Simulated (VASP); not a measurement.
# SrO (P6_3mc) in VASP: settings compared

One crystal, SrO, is run at these levels: PBE, LDA, PBEsol; tasks: single point.

Everything below comes from runs of VASP 6.6.1. Logs are shortened: lines on timing, memory, paths and dates and some standing lists are left out, and cuts for length are marked.

## 1. The crystal as given

Symmetry: P6_3mc, No. 186, hexagonal system. The conventional cell has a = 4.275 Å, b = 4.275 Å, c = 5.156 Å, α = 90.00°, β = 90.00°, γ = 120.00°. Around Sr (site symmetry 3m) lie 5 O at 2.47 to 2.58 Å. Around O (site symmetry 3m) lie 5 Sr at 2.47 to 2.58 Å.

Measurements of this composition are mostly on another form, of space group No. 225.

## 2. Single point, PBE

INCAR reads:

```
SYSTEM = SrO
  PREC = Accurate
  ENCUT = 520
  EDIFF = 1E-6
  ISMEAR = 0
  SIGMA = 0.1
  LREAL = .False.
  LASPH = .True.
  NELM = 100
  ALGO = Normal
  ISIF = 2
  LWAVE = .False.
  LCHARG = .False.
  GGA = PE
  NBANDS = 24
```

KPOINTS reads:

```
regular mesh
0
Gamma
  6 6 4
  0 0 0
```

POSCAR reads:

```
SrO
1.0
    4.2754662656      0.0000000000      0.0000000000
   -2.1377331328      3.7026623990      0.0000000000
    0.0000000000      0.0000000000      5.1555949900
Sr O
2 2
Direct
    0.3333333300      0.6666666700      0.9381277000
    0.6666666700      0.3333333300      0.4381277000
    0.3333333300      0.6666666700      0.4368723000
    0.6666666700      0.3333333300      0.9368723000
```

Potentials or basis: VASP PAW PBE potentials, release 64 (Sr_sv, O).

On the command line:

```sh
$ cat potpaw_PBE.64/Sr_sv/POTCAR potpaw_PBE.64/O/POTCAR > POTCAR
$ mpirun -np 1 vasp_std > vasp.out
```

OUTCAR:

```text
SYSTEM = SrO
   PREC = Accurate
   ENCUT = 520
   EDIFF = 1E-6
   ISMEAR = 0
   LREAL = .False.
   LASPH = .True.
   NELM = 100
   ISIF = 2
   GGA = PE

 ion  position               nearest neighbor table
   1  0.333  0.667  0.938-   4 2.47   4 2.47   4 2.47   3 2.57   3 2.58   2 3.57   2 3.57   2 3.57
                             2 3.57   2 3.57   2 3.57
   2  0.667  0.333  0.438-   3 2.47   3 2.47   3 2.47   4 2.57   4 2.58   1 3.57   1 3.57   1 3.57
                             1 3.57   1 3.57   1 3.57
   3  0.333  0.667  0.437-   2 2.47   2 2.47   2 2.47   1 2.57   1 2.58
   4  0.667  0.333  0.937-   1 2.47   1 2.47   1 2.47   2 2.57   2 2.58

  LATTYP: Found a hexagonal cell.
 ALAT       =     4.2754662656
 C/A-ratio  =     1.2058556119

  Lattice vectors:

 A1 = (   4.2754662656,   0.0000000000,   0.0000000000)
 A2 = (  -2.1377331328,   3.7026623990,   0.0000000000)
 A3 = (   0.0000000000,   0.0000000000,   5.1555949900)

Analysis of symmetry for initial positions (statically):
=====================================================================
 Subroutine PRICEL returns:
 Original cell was already a primitive cell.

 Routine SETGRP: Setting up the symmetry group for a
 hexagonal supercell.

 Subroutine GETGRP returns: Found 12 space group operations
 (whereof  6 operations were pure point group operations)
 out of a pool of 24 trial point group operations.

The static configuration has the point symmetry C_3v.
 The point group associated with its full space group is C_6v.

Analysis of symmetry for dynamics (positions and initial velocities):
=====================================================================
 Subroutine PRICEL returns:
 Original cell was already a primitive cell.

 Routine SETGRP: Setting up the symmetry group for a
 hexagonal supercell.

 Subroutine GETGRP returns: Found 12 space group operations
 (whereof  6 operations were pure point group operations)
 out of a pool of 24 trial point group operations.

The dynamic configuration has the point symmetry C_3v.
 The point group associated with its full space group is C_6v.

 Subroutine INISYM returns: Found 12 space group operations
 (whereof  6 operations are pure point group operations),
 and found     1 'primitive' translations

----------------------------------------------------------------------------------------

                                     Primitive cell

  volume of cell :      81.6162

  direct lattice vectors                    reciprocal lattice vectors
     4.275466266  0.000000000  0.000000000     0.233892618  0.135037966  0.000000000
    -2.137733133  3.702662399  0.000000000     0.000000000  0.270075932  0.000000000
     0.000000000  0.000000000  5.155594990     0.000000000  0.000000000  0.193964034

  length of vectors
     4.275466266  4.275466266  5.155594990     0.270075932  0.270075932  0.193964034

  position of ions in fractional coordinates (direct lattice)
     0.333333330  0.666666670  0.938127700
     0.666666670  0.333333330  0.438127700
     0.333333330  0.666666670  0.436872300
     0.666666670  0.333333330  0.936872300

  ion indices of the primitive-cell ions
   primitive index   ion index
                 1           1
                 2           2
                 3           3
                 4           4

----------------------------------------------------------------------------------------

 KPOINTS: regular mesh

Automatic generation of k-mesh.
 Grid dimensions read from file:
 generate k-points for:    6    6    4

 Generating k-lattice:

  Cartesian coordinates                     Fractional coordinates (reciprocal lattice)
     0.038982103  0.022506328  0.000000000     0.166666667  0.000000000  0.000000000
     0.000000000  0.045012655  0.000000000     0.000000000  0.166666667  0.000000000
     0.000000000  0.000000000  0.048491008     0.000000000  0.000000000  0.250000000

  Length of vectors
     0.045012655  0.045012655  0.048491008

  Shift w.r.t. Gamma in fractional coordinates (k-lattice)
     0.000000000  0.000000000  0.000000000

 Subroutine IBZKPT returns following result:
 ===========================================

 Found     21 irreducible k-points:

 Following reciprocal coordinates:
            Coordinates               Weight
  0.000000  0.000000  0.000000      1.000000
  0.166667  0.000000  0.000000      6.000000
  0.333333  0.000000  0.000000      6.000000
  0.500000  0.000000  0.000000      3.000000
  0.166667  0.166667  0.000000      6.000000
  0.333333  0.166667  0.000000     12.000000
[... 13 lines left out ...]
  0.333333  0.166667  0.500000     12.000000
  0.333333  0.333333  0.500000      2.000000
   k-points           NKPTS =     21   k-points in BZ     NKDIM =     21   number of bands    NBANDS=     24
   number of dos      NEDOS =    301   number of ions     NIONS =      4
   total plane-waves  NPLWV =  40960
   dimension x,y,z NGX =    32 NGY =   32 NGZ =   40
   dimension x,y,z NGXF=    64 NGYF=   64 NGZF=   80
   ions per type =               2   2
   NGX,Y,Z   is equivalent  to a cutoff of  12.44, 12.44, 12.90 a.u.
   NGXF,Y,Z  is equivalent  to a cutoff of  24.89, 24.89, 25.80 a.u.
 SYSTEM =  SrO
   PREC   = accura    normal or accurate (medium, high low for compatibility)
   ISTART =      0    job   : 0-new  1-cont  2-samecut
   ICHARG =      2    charge: 1-file 2-atom 10-const
   ISPIN  =      1    spin polarized calculation?
   LNONCOLLINEAR =      F non collinear calculations
   LSORBIT =      F    spin-orbit coupling
   LASPH  =      T    aspherical Exc in radial PAW
   ENCUT  =  520.0 eV  38.22 Ry    6.18 a.u.   7.95  7.95  9.59*2*pi/ulx,y,z
   NELM   =    100;   NELMIN=  2; NELMDL= -5     # of ELM steps
   EDIFF  = 0.1E-05   stopping-criterion for ELM
   LREAL  =      F    real-space projection
   EDIFFG = 0.1E-04   stopping-criterion for IOM
   NSW    =      0    number of steps for IOM
   IBRION =     -1    ionic relax: 0-MD 1-quasi-New 2-CG
   NFREE  =      0    steps in history (QN), initial steepest desc. (CG)
   ISIF   =      2    stress and relaxation
   ISYM   =      2    0-nonsym 1-usesym 2-fastsym
   POTIM  = 0.5000    time-step for ionic-motion
   TEBEG  =    0.0;   TEEND  =   0.0 temperature during run
   PSTRESS=    0.0 pullay stress
   NELECT =      32.0000    total number of electrons
   NUPDOWN=      -1.0000    fix difference up-down
   EMIN   =  10.00;   EMAX   =-10.00  energy-range for DOS
   EFERMI =   0.00;   METHOD = LEGACY
   ISMEAR =     0;   SIGMA  =   0.10  broadening in eV -4-tet -1-fermi 0-gaus
   EFERMI_NEDOS =   21; number of points for ismear=-14 and -15
   IALGO  =     38    algorithm
   IMIX   =      4    mixing-type and parameters
     AMIX     =   0.40;   BMIX     =  1.00
     AMIX_MAG =   1.60;   BMIX_MAG =  1.00
  volume/ion in A,a.u.               =      20.40       137.69
  Fermi-wavevector in a.u.,A,eV,Ry     =   1.198209  2.264287 19.533960  1.435706
  Thomas-Fermi vector in A             =   2.334104
   LORBIT       =      0    0 simple, 1 ext, 2 COOP (PROOUT), +10 PAW based schemes
   GGA     = PE    functional components
   LHFCALC =     F    Hartree Fock is set to
   AEXX    =    0.0000 exact exchange contribution
   IVDW    =     0    specifies the selected vdW correction
   LEPSILON=     F    determine dielectric tensor
   LRPA    =     F    only Hartree local field effects (RPA)
 non-spin polarized calculation
 Gauss-broadening in eV      SIGMA  =   0.10
  energy-cutoff  :      520.00
  volume of cell :       81.62
 maximum number of plane-waves:      2220
 NGX is ok and might be reduce to    32
   NGX = 15   NGY = 15   NGZ = 19

 number of electron      32.0000007 magnetization

 Free energy of the ion-electron system (eV)
  ---------------------------------------------------
  ext. energy  EPLUGINS =         0.00000000
  ---------------------------------------------------
  free energy    TOTEN  =       -23.89843638 eV

  energy without entropy =      -23.89843638  energy(sigma->0) =      -23.89843638

 E-fermi :   1.2790     XC(G=0):  -8.9395

 val. band max:        0.7635602384   @ k =   0.0000   0.0000   0.0000
 cond. band min:       3.3904573297   @ k =   0.0000   0.0000   0.0000
 fundamental gap:      2.6268970913
 Fermi energy:         1.2790157828

 k-point     1 :       0.0000    0.0000    0.0000
  band No.  band energies     occupation
      1     -31.6575      2.00000
      2     -31.4927      2.00000
      3     -14.2717      2.00000
      4     -14.2673      2.00000
      5     -14.1821      2.00000
      6     -13.7948      2.00000
[... 16 lines left out ...]
     23       9.3152      0.00000
     24       9.6434      0.00000

 k-point     2 :       0.1667    0.0000    0.0000
  band No.  band energies     occupation
      1     -31.6435      2.00000
      2     -31.4980      2.00000
      3     -14.7396      2.00000
      4     -14.6626      2.00000
      5     -14.1326      2.00000
      6     -13.8313      2.00000
[... 16 lines left out ...]
     23       9.2081      0.00000
     24       9.2263      0.00000

 k-point     3 :       0.3333    0.0000    0.0000
  band No.  band energies     occupation
      1     -31.6096      2.00000
      2     -31.5144      2.00000
      3     -15.1959      2.00000
      4     -15.1075      2.00000
      5     -13.9938      2.00000
      6     -13.8974      2.00000
[... 16 lines left out ...]
     23       9.0423      0.00000
     24       9.4677      0.00000
[... 433 lines left out ...]
 k-point    20 :       0.3333    0.1667    0.5000
  band No.  band energies     occupation
      1     -31.5560      2.00000
      2     -31.5560      2.00000
      3     -15.6919      2.00000
      4     -15.6919      2.00000
      5     -13.7642      2.00000
      6     -13.7642      2.00000
[... 16 lines left out ...]
     23       9.8258      0.00000
     24       9.8258      0.00000

 k-point    21 :       0.3333    0.3333    0.5000
  band No.  band energies     occupation
      1     -31.5537      2.00000
      2     -31.5537      2.00000
      3     -15.7460      2.00000
      4     -15.7460      2.00000
      5     -13.8144      2.00000
      6     -13.8144      2.00000
[... 16 lines left out ...]
     23       9.9772      0.00000
     24       9.9772      0.00000

------------------------ aborting loop because EDIFF is reached ----------------------------------------

  FORCE on cell =-STRESS in cart. coord.  units (eV):
  Direction    XX          YY          ZZ          XY          YZ          ZX
  --------------------------------------------------------------------------------------
  -------------------------------------------------------------------------------------
  Total        0.6376979      0.6376979      0.8021870      0.0000000      0.0000000      0.0000000
  in kB       12.5184106     12.5184106     15.7474335      0.0000000      0.0000000      0.0000000
  external PRESSURE =      13.5947516 kB  Pullay stress =       0.0000000 kB

 VOLUME and BASIS-vectors are now :
 -----------------------------------------------------------------------------
  energy-cutoff  :      520.00
  volume of cell :       81.62
      direct lattice vectors                 reciprocal lattice vectors
     4.275466266  0.000000000  0.000000000     0.233892618  0.135037966  0.000000000
    -2.137733133  3.702662399  0.000000000     0.000000000  0.270075932  0.000000000
     0.000000000  0.000000000  5.155594990     0.000000000  0.000000000  0.193964034

 POSITION                                       TOTAL-FORCE (eV/Angst)
 -----------------------------------------------------------------------------------
     -0.00000      2.46844      4.83661         0.000000      0.000000     -0.014073
      2.13773      1.23422      2.25881        -0.000000      0.000000     -0.014073
     -0.00000      2.46844      2.25234         0.000000     -0.000000      0.014073
      2.13773      1.23422      4.83013        -0.000000      0.000000      0.014073
 -----------------------------------------------------------------------------------
    total drift:                               -0.000030      0.000017      0.000354

  FREE ENERGIE OF THE ION-ELECTRON SYSTEM (eV)
  ---------------------------------------------------
  free  energy   TOTEN  =       -23.8984363762 eV

  energy  without entropy=      -23.8984363762  energy(sigma->0) =      -23.89843638
```

Run time: 56 s. Hardware: 1 thread of Intel Xeon Platinum 8375C at 2.90GHz (Ice Lake), shared host; peak memory 0.2 GiB.

Results:

```yaml
Free_energy: -23.8984 eV
Pressure: 1.4 GPa
Largest_force: 0.014 eV/Å
Band_gap_on_the_k_mesh: 2.63 eV, direct
```

Forces on the atoms (eV/Å):
```
Sr   0.000  0.000 -0.014
Sr   0.000  0.000 -0.014
O    0.000  0.000  0.014
O    0.000  0.000  0.014
```

Levels at points of the mesh, in eV from the valence-band top:
```tsv
k point	band 13	band 14	band 15	band 16	band 17	band 18	band 19	band 20
(0.00, 0.00, 0.00)	-0.89	-0.89	-0.34	0.00	2.63	6.11	6.11	7.11
(0.50, 0.00, 0.00)	-0.37	-0.36	-0.34	-0.27	4.29	4.83	5.05	7.13
(0.00, 0.00, 0.50)	-1.09	-1.09	-1.09	-1.09	4.32	4.32	7.84	7.84
(0.50, 0.00, 0.50)	-0.90	-0.90	-0.44	-0.44	4.92	4.92	7.38	7.38
```

Expect the measured gap to be larger: semilocal functionals such as PBE lack the derivative discontinuity.

## 3. Single point, LDA

INCAR reads:

```
  ALGO = Fast
  EDIFF = 1E-7
  ENCUT = 520
  GGA = CA
  ISIF = 2
  ISMEAR = 0
  LASPH = T
  LCHARG = T
  LELF = T
  LREAL = F
  LVHAR = T
  LWAVE = F
  NBANDS = 24
  NELM = 100
  PREC = Accurate
  SIGMA = 0.1
```

KPOINTS reads:

```
k-points
0
Gamma
  6 6 4
```

POSCAR reads:

```
SrO
1.0
    4.2754662656      0.0000000000      0.0000000000
   -2.1377331328      3.7026623990      0.0000000000
    0.0000000000      0.0000000000      5.1555949900
Sr O
2 2
Direct
    0.3333333333      0.6666666667      0.9381277000
    0.6666666667      0.3333333333      0.4381277000
    0.3333333333      0.6666666667      0.4368723000
    0.6666666667      0.3333333333      0.9368723000
```

Potentials or basis: VASP PAW LDA potentials, release 64 (Sr_sv, O).

On the command line:

```sh
$ cat potpaw_LDA.64/Sr_sv/POTCAR potpaw_LDA.64/O/POTCAR > POTCAR
$ mpirun -np 1 vasp_std > vasp.out
```

Wall time 92 s (1 thread of Intel Xeon Platinum 8375C at 2.90GHz (Ice Lake), shared host); peak memory 0.18 GiB.

The run converged. Its results:

| Property | Result |
| --- | --- |
| Free energy | -26.3465 eV |
| Pressure | -4.0 GPa |
| Largest force | 0.012 eV/Å |
| Band gap on the k mesh | 2.45 eV, direct |

Forces on the atoms (eV/Å):
```
Sr   0.000  0.000 -0.012
Sr   0.000  0.000 -0.012
O    0.000  0.000  0.012
O    0.000  0.000  0.012
```

Stress tensor (GPa, compression positive):
```
-3.78  0.00  0.00
 0.00 -3.78  0.00
 0.00  0.00 -4.30
```

Levels at points of the mesh, in eV from the valence-band top:
```
           k point  band 12  band 13  band 14  band 15  band 16  band 17  band 18  band 19  band 20  band 21
(0.00, 0.00, 0.00)    -1.07    -0.90    -0.90    -0.33     0.00     2.45     5.99     5.99     7.01     7.96
(0.50, 0.00, 0.00)    -0.88    -0.37    -0.36    -0.35    -0.27     4.14     4.68     4.92     7.00     7.91
(0.00, 0.00, 0.50)    -1.28    -1.11    -1.11    -1.11    -1.11     4.16     4.16     7.76     7.76     7.76
(0.50, 0.00, 0.50)    -1.68    -0.91    -0.91    -0.44    -0.44     4.78     4.78     7.27     7.27     8.02
```

## 4. Single point, PBEsol

INCAR reads:

```
SYSTEM = SrO
PREC = Accurate ; ENCUT = 520
EDIFF = 1E-6 ; ISMEAR = 0
SIGMA = 0.1 ; LREAL = .FALSE.
LASPH = .TRUE. ; NELM = 100
ALGO = Normal ; ISIF = 2
LWAVE = .FALSE. ; LCHARG = .TRUE.
GGA = PS ; LELF = .TRUE.
LVHAR = .TRUE. ; NBANDS = 24
```

KPOINTS reads:

```
Automatic mesh
0
G
  3 3 2
  0 0 0
```

POSCAR is that of step 3.

Potentials or basis: VASP PAW PBE potentials, release 64 (Sr_sv, O).

On the command line:

```sh
$ cat potpaw_PBE.64/Sr_sv/POTCAR potpaw_PBE.64/O/POTCAR > POTCAR
$ mpirun -np 1 vasp_std > vasp.out
```

Wall time 24 s (1 thread of Intel Xeon Platinum 8375C at 2.90GHz (Ice Lake), shared host); peak memory 0.19 GiB.

The run converged. Its results:

```
Free energy            : -24.8995 eV
Pressure               : -1.2 GPa
Largest force          : 0.012 eV/Å
Band gap on the k mesh : 2.48 eV, direct
```

Forces on the atoms (eV/Å):
```
Sr   0.000  0.000 -0.012
Sr   0.000  0.000 -0.012
O    0.000  0.000  0.012
O    0.000  0.000  0.012
```

Stress tensor (GPa, compression positive):
```
-1.52  0.00  0.00
 0.00 -1.52  0.00
 0.00  0.00 -0.54
```

Levels at points of the mesh, in eV from the valence-band top:
```
           k point  band 14  band 15  band 16  band 17  band 18  band 19
(0.00, 0.00, 0.00)    -0.91    -0.35     0.00     2.48     6.02     6.02
(0.00, 0.00, 0.50)    -1.11    -1.11    -1.11     4.20     4.20     7.79
```

Caveat: the k mesh is coarse (spacing up to 0.61 Å⁻¹), so the values aren't converged; the PAW data sets were made with another functional, which shifts forces and pressure a little.

## 5. Summary

| level | potentials or basis | k mesh | mesh quality | gap on the mesh (eV) | pressure (GPa) | largest force (eV/Å) |
| --- | --- | --- | --- | --- | --- | --- |
| PBE | VASP PAW PBE potentials, release 64 (Sr_sv, O) | 6 × 6 × 4 | not flagged | 2.63 | 1.4 | 0.01 |
| LDA | VASP PAW LDA potentials, release 64 (Sr_sv, O) | 6 × 6 × 4 | not flagged | 2.45 | -4.0 | 0.01 |
| PBEsol | VASP PAW PBE potentials, release 64 (Sr_sv, O) | 3 × 3 × 2 | coarse | 2.48 | -1.2 | 0.01 |

Alike in all rows: task single point; no spin polarisation; cell as given; cutoff (eV) 520; smearing gaussian 0.1 eV.

Caveats: some runs use coarse meshes; the PAW data sets were made with another functional, which shifts forces and pressure a little (some runs).

Absolute energies hang on the potentials; compare differences alone.
